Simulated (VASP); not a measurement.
# N (R-3c) in VASP: notebook, part 2 of 2

VASP 6.6.1. The steps go on from the part before.

## (3) Relaxation of cell and atoms, PBEsol, target pressure 52 GPa, at which the enthalpy is minimised

This run uses another cell than the first one, of 7.80 Å³/atom, 0.337 times its volume.

File INCAR:

```
SYSTEM = N
PREC     = Accurate       ! precision mode
ENCUT    = 600            ! plane-wave cutoff, eV
EDIFF    = 1E-7           ! SCF threshold, eV
ISMEAR   = 0              ! smearing method
SIGMA    = 0.03           ! smearing width, eV
LREAL    = .False.        ! projectors in reciprocal space
LASPH    = .True.         ! aspherical terms in the spheres
NELM     = 80             ! most SCF steps
ALGO     = Normal         ! electronic algorithm
ISIF     = 3              ! what is computed and relaxed
LWAVE    = .False.        ! write WAVECAR
LCHARG   = .False.        ! write CHGCAR
GGA      = PS             ! functional
IBRION   = 2              ! ionic algorithm
NSW      = 90             ! ionic steps
EDIFFG   = -0.005         ! ionic threshold
PSTRESS  = 520.0        
KPAR     = 4
```

File KPOINTS:

```
regular mesh
0
Gamma
  4 4 4
  0 0 0
```

File POSCAR:

```
N                                       
1.0
    3.3488883947      1.9334816154      3.2134598478
   -3.3488883947      1.9334816154      3.2134598478
   -0.0000000000     -3.8669632308      3.2134598478
  N             
    16
Direct
     0.5918827341827502    0.0566433026452443    0.7232826934417850
     0.9433566973547025    0.2767173065582981    0.4081172658172202
     0.7232826934417317    0.5918827341828337    0.0566433026452144
     0.9427505527648444    0.9427505527648444    0.9427505527648444
     0.5566433026452445    0.0918827341827501    0.2232826934417849
     0.7767173065582984    0.4433566973547024    0.9081172658172196
     0.2767173065582683    0.4081172658171668    0.9433566973547860
     0.0572494472351561    0.0572494472351561    0.0572494472351561
     0.4433566973547560    0.9081172658172498    0.7767173065582150
     0.5572494472351556    0.5572494472351556    0.5572494472351556
     0.4081172658172499    0.9433566973547554    0.2767173065582151
     0.4427505527648440    0.4427505527648440    0.4427505527648440
     0.0566433026452974    0.7232826934417016    0.5918827341827804
     0.9081172658171663    0.7767173065582682    0.4433566973547856
     0.2232826934417018    0.5566433026452975    0.0918827341827801
     0.0918827341828332    0.2232826934417318    0.5566433026452140
```

Potentials or basis: VASP PAW PBE potentials, release 64 (N).

Command:

```
$ cat potpaw_PBE.64/N/POTCAR > POTCAR
$ mpirun -np 4 vasp_std > vasp.out
```

It took 1.7 min on 4 MPI ranks of AMD EPYC 9R45 (Zen 5), shared host; peak memory 0.25 GiB.

It converged, with:

```
Free energy                                            : -123.4886 eV
Relaxed volume                                         : 7.78 Å³/atom
Relaxed cell                                           : a = 5.022 Å, b = 5.022 Å, c = 5.022 Å, α = 83.54°, β = 83.54°, γ = 83.54°
Space group after relaxing (to 0.05 Å)                 : R-3c (No. 167)
Energy change on relaxing (the enthalpy is what falls) : +8.0 meV/atom
Ionic steps                                            : 8
Pressure after relaxing                                : 52.0 GPa
Largest force after relaxing                           : 0.004 eV/Å
Band gap on the k mesh                                 : 3.54 eV, indirect (least direct gap 3.65 eV)
```

Forces in eV/Å, atoms in the order of the input:
```
N    0.002  0.003  0.000
N   -0.002  0.004  0.000
N   -0.004  0.000  0.000
N    0.000  0.000  0.003
N   -0.002  0.003  0.000
N    0.002  0.004  0.000
N    0.004  0.000  0.000
N    0.000  0.000 -0.003
N    0.002 -0.003  0.000
N    0.000  0.000 -0.003
N   -0.002 -0.003  0.000
N    0.000  0.000  0.003
N    0.002 -0.004  0.000
N   -0.004  0.000  0.000
N   -0.002 -0.004  0.000
N    0.004  0.000  0.000
```

Stress tensor (GPa, compression positive):
```
52.05  0.00  0.00
 0.00 52.05  0.00
 0.00  0.00 51.96
```

Step by step:
```csv
step,energy change (eV),largest force (eV/Å),pressure (GPa),volume (Å³)
1,0.0000,0.0754,51.70,124.84
2,0.1037,0.9299,48.64,124.58
3,0.0076,0.0189,51.42,124.82
4,0.1757,0.0311,52.27,124.30
5,0.1240,0.0156,52.01,124.46
6,0.1303,0.1501,51.96,124.44
7,0.1248,0.0074,52.00,124.46
8,0.1274,0.0038,52.02,124.45
```

Final structure:
```
CELL_PARAMETERS angstrom
3.34579 1.93169 3.20922
-3.34579 1.93169 3.20922
0.00000 -3.86339 3.20922
ATOMIC_POSITIONS crystal
N 0.59204 0.05670 0.72321
N 0.94330 0.27679 0.40796
N 0.72321 0.59204 0.05670
N 0.94265 0.94265 0.94265
N 0.55670 0.09204 0.22321
N 0.77679 0.44330 0.90796
N 0.27679 0.40796 0.94330
N 0.05735 0.05735 0.05735
N 0.44330 0.90796 0.77679
N 0.55735 0.55735 0.55735
N 0.40796 0.94330 0.27679
N 0.44265 0.44265 0.44265
N 0.05670 0.72321 0.59204
N 0.90796 0.77679 0.44330
N 0.22321 0.55670 0.09204
N 0.09204 0.22321 0.55670
```

Levels at points of the mesh, in eV from the valence-band top:
```tsv
k point	band 36	band 37	band 38	band 39	band 40	band 41	band 42	band 43	band 44	band 45
(0.00, 0.00, 0.00)	-1.03	-1.03	-0.71	-0.71	0.00	3.87	4.42	4.42	5.86	5.86
(0.50, 0.00, 0.00)	-1.37	-0.99	-0.99	-0.44	-0.44	4.26	4.26	4.65	4.65	5.88
(0.50, 0.50, 0.00)	-0.88	-0.82	-0.79	-0.74	-0.60	3.54	4.59	4.78	5.57	5.82
(0.50, 0.50, 0.50)	-1.26	-1.26	-1.26	-0.10	-0.10	4.73	4.73	4.73	4.73	5.76
```

Caveat: the cell is relaxed towards a set pressure, so the enthalpy falls and the energy may rise; the standard files for N, O and F lose accuracy on very short bonds; the PAW data sets were made with another functional, which shifts forces and pressure a little.

## (4) Relaxation of cell and atoms, rev-vdW-DF2, target pressure 52 GPa, at which the enthalpy is minimised

Changes to INCAR since step 3:

```diff
@@ -3,3 +3,3 @@
 ENCUT    = 600            ! plane-wave cutoff, eV
-EDIFF    = 1E-7           ! SCF threshold, eV
+EDIFF    = 1E-6           ! SCF threshold, eV
 ISMEAR   = 0              ! smearing method
@@ -13,6 +13,11 @@
 LCHARG   = .False.        ! write CHGCAR
-GGA      = PS             ! functional
+GGA      = MK             ! functional
+LUSE_VDW = .True.       
+AGGAC    = 0.0          
+PARAM1   = 0.1234       
+PARAM2   = 0.711357     
+ZAB_VDW  = -1.8867      
 IBRION   = 2              ! ionic algorithm
 NSW      = 90             ! ionic steps
-EDIFFG   = -0.005         ! ionic threshold
+EDIFFG   = -0.01          ! ionic threshold
 PSTRESS  = 520.0
```

KPOINTS is that of step 3.

File POSCAR:

```
N
1.0
    4.9308690349      2.8468385646      4.4024911852
   -4.9308690349      2.8468385646      4.4024911852
    0.0000000000     -5.6936771292      4.4024911852
N
16
Direct
    0.5586118100      0.0423832500      0.7208305700
    0.9576167500      0.2791694300      0.4413881900
    0.7208305700      0.5586118100      0.0423832500
    0.9581408800      0.9581408800      0.9581408800
    0.5423832500      0.0586118100      0.2208305700
    0.7791694300      0.4576167500      0.9413881900
    0.2791694300      0.4413881900      0.9576167500
    0.0418591200      0.0418591200      0.0418591200
    0.4576167500      0.9413881900      0.7791694300
    0.5418591200      0.5418591200      0.5418591200
    0.4413881900      0.9576167500      0.2791694300
    0.4581408800      0.4581408800      0.4581408800
    0.0423832500      0.7208305700      0.5586118100
    0.9413881900      0.7791694300      0.4576167500
    0.2208305700      0.5423832500      0.0586118100
    0.0586118100      0.2208305700      0.5423832500
```

Potentials or basis: VASP PAW PBE potentials, release 64 (N).

Command:

```
$ cat potpaw_PBE.64/N/POTCAR > POTCAR
$ mpirun -np 4 vasp_std > vasp.out
```

OUTCAR:

```text
SYSTEM = N
   PREC = Accurate
   ENCUT = 600
   EDIFF = 1E-6
   ISMEAR = 0
   LREAL = .False.
   LASPH = .True.
   NELM = 80
   ISIF = 3
   GGA = MK
   IBRION = 2
   NSW = 90
   EDIFFG = -0.01
   PSTRESS = 520.0

 ion  position               nearest neighbor table
   1  0.559  0.042  0.721-   9 1.11
   2  0.958  0.279  0.441-  16 1.11
   3  0.721  0.559  0.042-   6 1.11
   4  0.958  0.958  0.958-   8 1.11
   5  0.542  0.059  0.221-  11 1.11
   6  0.779  0.458  0.941-   3 1.11
[... 8 lines left out ...]
  15  0.221  0.542  0.059-   7 1.11
  16  0.059  0.221  0.542-   2 1.11

  LATTYP: Found a trigonal (rhomboedric) cell.
 ALAT       =     7.1972138976
 COS(alpha) =     0.0612539745

  Lattice vectors:

 A1 = (   4.9308690349,   2.8468385646,   4.4024911852)
 A2 = (  -4.9308690349,   2.8468385646,   4.4024911852)
 A3 = (   0.0000000000,  -5.6936771292,   4.4024911852)

Analysis of symmetry for initial positions (statically):
=====================================================================
 Subroutine PRICEL returns:
 Original cell was already a primitive cell.

[... 178 lines left out ...]
 NGX is ok and might be reduce to    60
   NGX = 29   NGY = 29   NGZ = 29

--------------------------------------- Ionic step        1  -------------------------------------------

 number of electron      79.9999987 magnetization

 Free energy of the ion-electron system (eV)
  ---------------------------------------------------
  ext. energy  EPLUGINS =         0.00000000
  ---------------------------------------------------
  free energy    TOTEN  =      -113.62757666 eV

  energy without entropy =     -113.62757666  energy(sigma->0) =     -113.62757666

------------------------ aborting loop because EDIFF is reached ----------------------------------------

  FORCE on cell =-STRESS in cart. coord.  units (eV):
  Direction    XX          YY          ZZ          XY          YZ          ZX
  --------------------------------------------------------------------------------------
  -------------------------------------------------------------------------------------
  Total        0.7945283      0.7945283      2.3016854      0.0000000     -0.0000000      0.0000000
  in kB        3.4330798      3.4330798      9.9453597      0.0000000     -0.0000000      0.0000000
  external PRESSURE =    -514.3961603 kB  Pullay stress =     520.0000000 kB
[... 2195 lines left out ...]
     48      19.9493      0.00000
     49      23.2601      0.00000

[... ionic steps 4 to 50 ...]

--------------------------------------- Ionic step       51  -------------------------------------------

 number of electron      80.0000001 magnetization

------------------------ aborting loop because EDIFF is reached ----------------------------------------
[... 103 lines left out ...]
--------------------------------------- Ionic step       53  -------------------------------------------

 number of electron      80.0000001 magnetization

 Free energy of the ion-electron system (eV)
  ---------------------------------------------------
  ext. energy  EPLUGINS =         0.00000000
  ---------------------------------------------------
  free energy    TOTEN  =      -101.24211931 eV

  energy without entropy =     -101.24211931  energy(sigma->0) =     -101.24211931

 E-fermi :   1.9049     XC(G=0): -11.6516

 val. band max:        1.7812179818   @ k =   0.0000   0.0000   0.0000
 cond. band min:       5.5906046729   @ k =   0.5000   0.5000   0.0000
 fundamental gap:      3.8093866911
 Fermi energy:         1.9048664448
[... 723 lines left out ...]
  enthalpy is  TOTEN    =       -59.8122499880 eV   P V=       41.4298693253

Total vdW correction in eV:     11.7925367

 reached required accuracy - stopping structural energy minimisation
```

Wall time 2.1 h (4 MPI ranks of AMD EPYC 9R45 (Zen 5), shared host); peak memory 1.6 GiB.

Results:

```yaml
Free_energy: -101.2421 eV
Relaxed_volume: 7.98 Å³/atom
Relaxed_cell: a = 5.065 Å, b = 5.065 Å, c = 5.065 Å, α = 83.54°, β = 83.54°, γ = 83.54°
Space_group_after_relaxing_to_0.05_Å: R-3c (No. 167)
Energy_change_on_relaxing_the_enthalpy_is_what_falls: +774.1 meV/atom
Ionic_steps: 53
Pressure_after_relaxing: 52.0 GPa
Largest_force_after_relaxing: 0.005 eV/Å
Band_gap_on_the_k_mesh: 3.81 eV, indirect (least direct gap 3.91 eV)
```

Forces on the atoms (eV/Å):
```
N    0.000 -0.001  0.005
N    0.001  0.000 -0.005
N    0.000  0.001  0.005
N    0.000  0.000  0.003
N    0.000 -0.001  0.005
N   -0.001  0.000 -0.005
N    0.000 -0.001 -0.005
N    0.000  0.000 -0.003
N    0.000  0.001 -0.005
N    0.000  0.000 -0.003
N    0.000  0.001 -0.005
N    0.000  0.000  0.003
N   -0.001  0.000  0.005
N    0.000 -0.001 -0.005
N    0.001  0.000  0.005
N    0.000  0.001  0.005
```

The path:
| step | energy change (eV) | largest force (eV/Å) | pressure (GPa) | volume (Å³) |
| --- | --- | --- | --- | --- |
| 1 | 0.0000 | 0.7267 | 0.56 | 370.80 |
| 3 | 9.6883 | 25.3473 | 38.38 | 284.21 |
| 5 | 11.3103 | 26.9971 | 52.50 | 230.78 |
| 7 | 93.8027 | 17.9255 | 611.17 | 61.53 |
| 9 | 48.4470 | 33.3966 | 300.96 | 90.75 |
| 11 | 34.1599 | 2.1485 | 156.24 | 91.84 |
| 13 | 27.5589 | 3.4098 | 118.79 | 99.14 |
| 15 | 12.3658 | 13.2615 | 36.48 | 136.77 |
| 17 | 12.1727 | 1.5247 | 46.20 | 128.60 |
| 19 | 12.2109 | 1.3158 | 54.47 | 128.39 |
| 21 | 12.1674 | 0.1687 | 51.29 | 128.45 |
| 23 | 12.2010 | 0.2028 | 51.39 | 128.34 |
| 25 | 12.4938 | 0.2170 | 52.15 | 127.39 |
| 27 | 12.7032 | 0.2636 | 52.63 | 126.74 |
| 29 | 12.7622 | 0.0848 | 54.01 | 126.55 |
| 31 | 12.6841 | 0.1112 | 53.51 | 126.76 |
| 33 | 12.3768 | 0.9480 | 50.85 | 127.71 |
| 35 | 12.4878 | 0.1539 | 52.26 | 127.34 |
| 37 | 12.4697 | 0.0241 | 52.32 | 127.39 |
| 39 | 12.4498 | 0.0479 | 52.39 | 127.45 |
| 41 | 12.3970 | 0.0311 | 52.07 | 127.62 |
| 43 | 12.3772 | 0.0473 | 51.95 | 127.68 |
| 45 | 12.3737 | 0.0170 | 51.94 | 127.69 |
| 47 | 12.3758 | 0.0188 | 51.96 | 127.68 |
| 49 | 12.3854 | 0.0391 | 52.14 | 127.65 |
| 51 | 12.3855 | 0.0199 | 52.06 | 127.65 |
| 53 | 12.3855 | 0.0054 | 52.03 | 127.65 |

Final structure:
```
CELL_PARAMETERS angstrom
3.37419 1.94809 3.23662
-3.37419 1.94809 3.23662
0.00000 -3.89618 3.23662
ATOMIC_POSITIONS crystal
N 0.59034 0.05670 0.72234
N 0.94330 0.27766 0.40966
N 0.72234 0.59034 0.05670
N 0.94328 0.94328 0.94328
N 0.55670 0.09034 0.22234
N 0.77766 0.44330 0.90966
N 0.27766 0.40966 0.94330
N 0.05672 0.05672 0.05672
N 0.44330 0.90966 0.77766
N 0.55672 0.55672 0.55672
N 0.40966 0.94330 0.27766
N 0.44328 0.44328 0.44328
N 0.05670 0.72234 0.59034
N 0.90966 0.77766 0.44330
N 0.22234 0.55670 0.09034
N 0.09034 0.22234 0.55670
```

Caveat: the cell is relaxed towards a set pressure, so the enthalpy falls and the energy may rise; the standard files for N, O and F lose accuracy on very short bonds; the volume moved by over 15 % at a fixed basis, so the end points are rough; the PAW data sets were made with another functional, which shifts forces and pressure a little. A k mesh can miss the band edges.

## (5) Relaxation of cell and atoms, rev-vdW-DF2, target pressure 52 GPa, at which the enthalpy is minimised

This run uses another cell than the first one, of 7.98 Å³/atom, 0.344 times its volume.

Changes to INCAR since step 4:

```diff
@@ -3,3 +3,3 @@
 ENCUT    = 600            ! plane-wave cutoff, eV
-EDIFF    = 1E-6           ! SCF threshold, eV
+EDIFF    = 1E-7           ! SCF threshold, eV
 ISMEAR   = 0              ! smearing method
@@ -21,3 +21,3 @@
 NSW      = 90             ! ionic steps
-EDIFFG   = -0.01          ! ionic threshold
+EDIFFG   = -0.005         ! ionic threshold
 PSTRESS  = 520.0
```

KPOINTS is that of step 4.

File POSCAR:

```
N                                       
1.0
    3.3741881353      1.9480884279      3.2366190901
   -3.3741881353      1.9480884279      3.2366190901
   -0.0000000000     -3.8961768559      3.2366190901
  N             
    16
Direct
     0.5903376254364792    0.0567018183097396    0.7223412375951901
     0.9432981816902269    0.2776587624048521    0.4096623745635121
     0.7223412375951567    0.5903376254365215    0.0567018183097309
     0.9432790651123965    0.9432790651123965    0.9432790651123965
     0.5567018183097394    0.0903376254364791    0.2223412375951902
     0.7776587624048517    0.4432981816902269    0.9096623745635126
     0.2776587624048435    0.4096623745634786    0.9432981816902694
     0.0567209348876038    0.0567209348876038    0.0567209348876038
     0.4432981816902604    0.9096623745635208    0.7776587624048099
     0.5567209348876035    0.5567209348876035    0.5567209348876035
     0.4096623745635210    0.9432981816902605    0.2776587624048096
     0.4432790651123962    0.4432790651123962    0.4432790651123962
     0.0567018183097733    0.7223412375951482    0.5903376254364874
     0.9096623745634785    0.7776587624048433    0.4432981816902690
     0.2223412375951480    0.5567018183097731    0.0903376254364879
     0.0903376254365215    0.2223412375951566    0.5567018183097306
```

Command:

```
$ cat potpaw_PBE.64/N/POTCAR > POTCAR
$ mpirun -np 4 vasp_std > vasp.out
```

Run time: 6.1 min. Hardware: 4 MPI ranks of AMD EPYC 9R45 (Zen 5), shared host; peak memory 0.59 GiB.

It converged, with:

```yaml
Free_energy: -100.8515 eV
Relaxed_volume: 7.95 Å³/atom
Relaxed_cell: a = 5.059 Å, b = 5.059 Å, c = 5.059 Å, α = 83.60°, β = 83.60°, γ = 83.60°
Space_group_after_relaxing_to_0.05_Å: R-3c (No. 167)
Energy_change_on_relaxing_the_enthalpy_is_what_falls: +8.7 meV/atom
Ionic_steps: 9
Pressure_after_relaxing: 52.0 GPa
Largest_force_after_relaxing: 0.004 eV/Å
Band_gap_on_the_k_mesh: 3.78 eV, indirect (least direct gap 3.88 eV)
```

Forces in eV/Å, atoms in the order of the input:
```
N   -0.003  0.002  0.000
N   -0.003 -0.001  0.000
N   -0.001 -0.003  0.000
N    0.000  0.000 -0.001
N    0.003  0.002  0.000
N    0.003 -0.001  0.000
N    0.001  0.003  0.000
N    0.000  0.000  0.001
N   -0.003 -0.002  0.000
N    0.000  0.000  0.001
N    0.003 -0.002  0.000
N    0.000  0.000 -0.001
N    0.003  0.001  0.000
N   -0.001  0.003  0.000
N   -0.003  0.001  0.000
N    0.001 -0.003  0.000
```

The path:
| step | energy change (eV) | largest force (eV/Å) | pressure (GPa) | volume (Å³) |
| --- | --- | --- | --- | --- |
| 1 | 0.0000 | 0.0624 | 51.64 | 127.65 |
| 2 | 0.1202 | 0.7072 | 49.42 | 127.32 |
| 3 | 0.0123 | 0.0281 | 51.38 | 127.61 |
| 4 | 0.1652 | 0.0401 | 52.19 | 127.14 |
| 5 | 0.1334 | 0.0270 | 52.03 | 127.24 |
| 6 | 0.1427 | 0.1762 | 51.98 | 127.21 |
| 7 | 0.1350 | 0.0082 | 52.02 | 127.23 |
| 8 | 0.1363 | 0.0051 | 52.02 | 127.23 |
| 9 | 0.1398 | 0.0035 | 52.04 | 127.22 |

Final structure:
```
N
1.0
     3.37203    1.94684    3.22976
    -3.37203    1.94684    3.22976
     0.00000   -3.89368    3.22976
N
16
Direct
  0.59050 0.05680 0.72242
  0.94320 0.27758 0.40950
  0.72242 0.59050 0.05680
  0.94314 0.94314 0.94314
  0.55680 0.09050 0.22242
  0.77758 0.44320 0.90950
  0.27758 0.40950 0.94320
  0.05686 0.05686 0.05686
  0.44320 0.90950 0.77758
  0.55686 0.55686 0.55686
  0.40950 0.94320 0.27758
  0.44314 0.44314 0.44314
  0.05680 0.72242 0.59050
  0.90950 0.77758 0.44320
  0.22242 0.55680 0.09050
  0.09050 0.22242 0.55680
```

Levels at points of the mesh, in eV from the valence-band top:
```csv
k point,band 38,band 39,band 40,band 41,band 42,band 43
"(0.00, 0.00, 0.00)",-0.67,-0.67,0.00,4.09,4.67,4.67
"(0.50, 0.00, 0.00)",-0.93,-0.41,-0.41,4.47,4.47,4.90
"(0.50, 0.50, 0.00)",-0.73,-0.70,-0.56,3.78,4.84,5.06
"(0.50, 0.50, 0.50)",-1.16,-0.12,-0.12,4.95,4.95,4.95
```

Caveat: the cell is relaxed towards a set pressure, so the enthalpy falls and the energy may rise; the standard files for N, O and F lose accuracy on very short bonds; the PAW data sets were made with another functional, which shifts forces and pressure a little. A k mesh can miss the band edges.
